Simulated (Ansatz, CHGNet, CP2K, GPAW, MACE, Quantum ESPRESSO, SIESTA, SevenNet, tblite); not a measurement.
## tblite runs on generalised stacking fault on (110) of BePd (80 atoms)

Aim: run generalised stacking fault on (110) of BePd (80 atoms) in tblite and see how near its forces come to a plane-wave reference, and at what cost.

Main program and level: tblite 0.8.0; the method is named at each step.

### 1. The starting structure

The cell holds 80 atoms: 40 Be and 40 Pd. Cell: a = 5.626 Å, b = 7.956 Å, c = 20.002 Å, α = 90.0°, β = 83.9°, γ = 90.0°. It derives from BePd (CsCl-type). CsCl-type BePd (a = 2.813 Å), cell with z along [110], 2 x 2 x 5 periods; the third cell vector is tilted by 0.750 of [001] and lengthened by 0 Å, so the cell holds one fault; displaced by a Gaussian of 0.01 Å. Then every atom was moved at random, 0.03 Å r.m.s. a Cartesian component. The structure's axis is c.

The yardstick, on the same geometry:

- method: Kohn-Sham DFT, PBE, SSSP efficiency 1.3.0 pseudopotentials, plane waves (Quantum ESPRESSO 7.5); sssp-pbe-1.3.0-efficiency, cutoffs 45/360 Ry, Γ point
- r.m.s. force component: 0.3677 eV/Å
- longest force: 1.657 eV/Å
- pressure: 7.147 GPa
- time: 2.4 min on 4 MPI ranks of Arm Neoverse V1, shared host
- CPU time: 9.4 min

### 2. GFN1-xTB

Method: GFN1-xTB tight binding, diagonalisation.

run.py reads:

```python
import numpy as np
from ase.io import read
from tblite.ase import TBLite

atoms = read("structure.xyz")
atoms.calc = TBLite(method="GFN1-xTB", electronic_temperature=580, accuracy=1.0, max_iterations=250, mixer_damping=0.1, verbosity=1)
energy = atoms.get_potential_energy()
forces = atoms.get_forces()
print(f"energy {energy:.6f} eV")
print("forces (eV/A)")
for i, (a, f) in enumerate(zip(atoms, forces)):
    print(f"{i:4d} {a.symbol:2s} {f[0]:10.5f} {f[1]:10.5f} {f[2]:10.5f}")
stress = -atoms.get_stress(voigt=False) * 160.21766
print("stress (GPa, compression positive)")
for row in stress:
    print(" ".join(f"{x:10.4f}" for x in row))
print("charges (e)")
print(np.array2string(atoms.get_charges(), precision=4, suppress_small=True, max_line_width=110, threshold=100000))
```

structure.xyz reads:

```xyz
80
Lattice="5.62600 0.00000 0.00000 0.00000 7.95637 0.00000 2.10975 0.00000 19.89091" Properties=species:S:1:pos:R:3 pbc="T T T"
Be 5.58505 7.94690 19.87559
Pd 1.38902 7.93656 1.96065
Be 0.67628 0.01878 0.02526
Pd 4.27701 0.00947 1.99824
Be 5.54807 3.99211 19.87122
Pd 1.43739 3.98200 2.01037
Be 2.77636 3.98781 19.86744
Pd 4.20584 4.03730 2.03265
Be 5.59144 1.99132 1.97616
Pd 1.37122 1.99776 3.92249
Be 2.80173 1.95743 1.99207
Pd 4.20538 2.05624 3.98455
Be 5.66657 7.93513 3.92627
Pd 1.38495 0.01520 5.98259
Be 2.74403 0.00501 4.00106
Pd 4.19636 0.00676 5.91615
Be 5.56964 5.95773 2.04121
Pd 1.46538 5.95749 3.96844
Be 2.78953 5.95964 1.95448
Pd 4.18855 5.96338 3.93462
Be 5.63345 4.01558 3.95610
Pd 1.40130 4.02576 5.96329
Be 2.79331 3.94938 4.02751
Pd 4.20848 3.96848 5.95514
Be 5.67989 2.00516 5.93326
Pd 1.39158 2.00453 7.93130
Be 2.83259 1.99952 5.98279
Pd 4.20411 1.97827 7.91996
Be 5.65745 7.92733 7.92772
Pd 1.41861 7.92446 9.91641
Be 2.79476 7.93743 7.97427
Pd 4.19288 7.94634 9.95281
Be 5.56999 5.96600 5.97921
Pd 1.36412 6.03029 8.00927
Be 2.84748 6.02369 5.99214
Pd 4.24347 5.96791 7.94363
Be 5.63492 3.99609 7.95716
Pd 1.36049 3.94556 9.91741
Be 2.82233 3.97429 7.91221
Pd 4.19580 4.00540 9.91721
Be 5.63016 2.01567 9.88916
Pd 1.39599 1.94883 11.91286
Be 2.81275 1.98376 9.95003
Pd 4.24184 1.97000 11.90431
Be 5.60472 0.04201 11.98268
Pd 7.05038 0.01647 13.88962
Be 2.83178 0.00406 11.93236
Pd 4.23499 7.95613 13.91270
Be 5.58362 5.94007 9.91880
Pd 1.40134 5.97484 11.93892
Be 2.83761 5.93227 9.97430
Pd 4.16854 5.98367 11.95006
Be 5.62999 3.97421 11.91963
Pd 7.03884 3.98909 13.90335
Be 2.81557 3.94819 11.92639
Pd 4.24082 3.97230 13.96819
[... 20 atom lines left out ...]
Be 5.64837 6.00173 17.89207
Pd 4.95892 5.92057 0.02486
Be 2.81308 6.01732 17.91534
Pd 2.10692 5.92941 0.00676
```

Command:

```bash
> OMP_NUM_THREADS=1 python run.py > output.txt
```

The log of the run:

```text
------------------------------------------------------------
  cycle        total energy    energy error   density error
------------------------------------------------------------
      1     -207.7075579292  -2.0730801E+02   1.2822567E+00
      2     -206.8439145187   8.6364341E-01   1.1460996E+00
      3      1728.734291359   1.9355782E+03   2.3177078E+00
      4      728.7849618173  -9.9994933E+02   1.7507682E+00
      5      710.0431279708  -1.8741834E+01   1.7281447E+00
      6      91.99034228661  -6.1805279E+02   1.0921594E+00
      7     -58.27397611246  -1.5026432E+02   8.6897757E-01
      8     -97.32324279082  -3.9049267E+01   6.3250168E-01
      9     -191.8049346749  -9.4481692E+01   4.2228912E-01
     10     -197.1731268352  -5.3681922E+00   3.6609475E-01
     11     -159.3741691150   3.7798958E+01   4.6939733E-01
     12     -197.5727423906  -3.8198573E+01   3.4959121E-01
     13     -204.5264514165  -6.9537090E+00   2.9753370E-01
     14     -207.0312277646  -2.5047763E+00   2.8316587E-01
     15     -205.8406840503   1.1905437E+00   2.5693469E-01
     16     -207.1040017686  -1.2633177E+00   2.4790004E-01
     17     -204.5245305381   2.5794712E+00   2.4092361E-01
     18     -207.3054129390  -2.7808824E+00   2.0831063E-01
     19     -206.9087178791   3.9669506E-01   1.8469999E-01
     20     -207.3906952411  -4.8197736E-01   1.6955561E-01
     21     -207.7879971138  -3.9730187E-01   1.5301948E-01
     22     -207.9039844392  -1.1598733E-01   1.4541582E-01
     23     -208.4441264363  -5.4014200E-01   1.0652061E-01
     24     -208.8216930687  -3.7756663E-01   4.9584493E-02
[...]
42     -208.9717927284  -1.7145161E-04   1.0355894E-03
     43     -208.9718355575  -4.2829081E-05   6.1522299E-04
     44     -208.9718398822  -4.3247545E-06   4.0592784E-04
     45     -208.9718479816  -8.0993883E-06   2.5653363E-04
     46     -208.9718507023  -2.7206906E-06   1.9993757E-04
     47     -208.9718520401  -1.3378106E-06   9.4911165E-05
     48     -208.9718522199  -1.7981250E-07   6.1128683E-05
     49     -208.9718523033  -8.3365478E-08   1.4474646E-05
------------------------------------------------------------
 total:                                   8.405 sec
energy -5686.413741 eV
forces (eV/A)
   0 Be   -0.31350   -0.07125   -1.14645
   1 Pd    0.69697   -0.14439    1.40361
   2 Be   -0.93190   -0.07632   -2.25563
   3 Pd   -0.52722    0.18371    0.48247
   4 Be   -0.05328   -0.20626   -0.98050
   5 Pd   -0.28886   -0.28441   -0.06516
   6 Be   -0.24305   -0.23196   -1.05241
   7 Pd    0.01210   -0.39838   -0.07185
   8 Be    0.54676    0.13831    1.49693
   9 Pd    0.12619   -0.23980    0.16839
  10 Be    0.56079    0.04438    1.19488
  11 Pd    0.02172   -0.31159    0.03639
  12 Be   -0.14366    0.04970    0.35898
  13 Pd    0.09305    0.00800   -0.11729
  14 Be    0.29457    0.12896    0.01995
  15 Pd    0.14278    0.08538    0.00965
  16 Be    0.85665    0.09129    1.65200
  17 Pd   -0.40536    0.10348    0.31980
  18 Be    0.86512    0.26594    2.23273
  19 Pd    0.14852    0.29779    0.39588
  20 Be    0.04216   -0.02860    0.22590
  21 Pd    0.00751    0.15937    0.13690
  22 Be    0.00132    0.08423    0.09020
  23 Pd    0.12332    0.05235    0.15858
[...]
72 Be    0.10926   -0.16761   -0.35370
  73 Pd   -0.27233    0.13419   -0.68259
  74 Be   -0.04086   -0.16492   -0.09992
  75 Pd    0.03206    0.18873   -0.29794
  76 Be   -0.16378   -0.09515   -0.04104
  77 Pd   -0.43142    0.24011   -1.03707
  78 Be   -0.12881   -0.42620   -0.21612
  79 Pd   -0.18679    0.13687   -1.60244
stress (GPa, compression positive)
   38.2895    -0.0231     1.2001
   -0.0231    11.6784     0.2046
    1.2001     0.2046    16.6749
charges (e)
[ 0.3968 -0.4016  0.4181 -0.4037  0.4013 -0.3896  0.4064 -0.389   0.4025 -0.4124  0.4022 -0.4033  0.3983
 -0.4078  0.398  -0.407   0.4084 -0.4053  0.4159 -0.3961  0.4022 -0.411   0.4164 -0.3968  0.4053 -0.3949
  0.3978 -0.3963  0.3982 -0.3767  0.3964 -0.3866  0.3956 -0.3916  0.3944 -0.4057  0.393  -0.4024  0.3911
 -0.4033  0.3975 -0.3979  0.3929 -0.4024  0.4049 -0.3936  0.3988 -0.3986  0.3992 -0.3956  0.3973 -0.398
  0.3917 -0.3956  0.3811 -0.3971  0.3957 -0.4055  0.3942 -0.4062  0.3876 -0.4187  0.4013 -0.4131  0.3937
 -0.3912  0.3998 -0.3935  0.4073 -0.4078  0.4103 -0.4036  0.3925 -0.4045  0.4029 -0.3971  0.3951 -0.3965
  0.411  -0.3951]
```

Wall time 9 s (1 thread of Arm Neoverse V1, shared host); peak memory 0.13 GiB.

Banners, paths, timers and routine set-up lines are dropped from the logs unmarked, and long logs keep their key lines alone; longer cuts are marked.

Compared with the plane-wave run:

```
r.m.s. force component                  : 0.4104 eV/Å
r.m.s. difference of force components   : 210.8 meV/Å
longest difference of force vectors     : 1133 meV/Å
force difference over r.m.s. force      : 57.33 %
slope of forces against the reference's : 0.9587
correlation of force components         : 0.8588
pressure                                : 22.21 GPa
pressure difference                     : 15.07 GPa
```

Length of the force difference by element (eV/Å):

```csv
element,atoms,mean,most
Be,40,0.20,0.85
Pd,40,0.34,1.1
```

Local excerpt of 15 atoms (numbers count through the whole input) about Be17, which has 13 bonded neighbours where the commonest count for Be is 14; x, y, z are measured from there.

```csv
atom,x,y,z,distance (Å),bonds,Mulliken charge (e),Fx,Fy,Fz (eV/Å)
Be17,0.00,0.00,0.00,0.00,13,0.41,0.86,0.09,1.65
Pd78,-0.61,-0.04,-2.02,2.11,13,-0.40,-0.43,0.24,-1.04
Pd20,-1.38,0.01,1.89,2.34,14,-0.40,0.15,0.30,0.40
Pd8,-1.36,-1.92,-0.01,2.36,13,-0.39,0.01,-0.40,-0.07
Pd4,-1.29,2.01,-0.04,2.39,13,-0.40,-0.53,0.18,0.48
Pd2,1.45,1.98,-0.08,2.45,13,-0.40,0.70,-0.14,1.40
Pd18,1.52,0.00,1.93,2.46,14,-0.41,-0.41,0.10,0.32
Pd6,1.49,-1.98,-0.03,2.48,13,-0.39,-0.29,-0.28,-0.07
Be21,0.06,-1.94,1.91,2.73,14,0.40,0.04,-0.03,0.23
Be13,0.10,1.98,1.89,2.73,14,0.40,-0.14,0.05,0.36
Be19,-2.78,0.00,-0.09,2.78,13,0.42,0.87,0.27,2.23
Be19,2.85,0.00,-0.09,2.85,13,0.42,0.87,0.27,2.23
Be7,0.72,-1.97,-2.06,2.94,13,0.41,-0.24,-0.23,-1.05
Be3,0.73,2.02,-2.02,2.94,13,0.42,-0.93,-0.08,-2.26
Pd80,2.16,-0.03,-2.03,2.97,13,-0.40,-0.19,0.14,-1.60
```

Atoms are counted from 1 here, from 0 in the log.

Forces lie 57 % from the reference's, at 0.016 times its CPU time (on 1 against 4 cores).

### 3. Results

| Item | Value |
| --- | --- |
| force difference from the reference | tblite GFN1-xTB, 57 % |
| its CPU time | 9 s |

What this shows: Tight binding differs by 57 % (tblite GFN1-xTB); it is another model, with fitted parameters of its own, and the xTB methods hold dispersion. One electronic-structure run takes under half the reference's CPU time: tblite GFN1-xTB, at 57 % in 9 s against 9.4 min; its pressure misses by +15.1 GPa. Periodic xTB results under one method name differ between programs and library versions. The reference's pressure holds the uncorrected Pulay stress of its 45 Ry basis, so small pressure differences, and their order, may be the reference's own error. The cell is under 6 Å thick along one periodic direction, so every atom has periodic images of itself close by, which move with it and show among its neighbours and in g(r). The reference's stress is far from hydrostatic: its diagonal is 16.3, 0.2, 4.9 GPa, compression counted positive. The host structure and its lattice constant were typed by rule, without a check against the phase diagram. The reference's pressure of 7.1 GPa says that the cell would expand at this level of theory. The electronic-structure runs sample only Γ, in a cell whose shortest periodic width is 6 Å, which is coarse for a cell with partly filled levels.

[Also dropped from logs without a mark: logging warnings of Python, and SIESTA's first energy breakdown and zero terms.]

[Logs are printed without paths, hosts, clocks, repeated set-up lines and the standing remarks that a program may print on its own settings, such as how far it seeks lower states.]

[Hosts, paths, dates, database ids (printed as entryN), source tags and the programs' standing remarks are cut or masked in the printed files.]
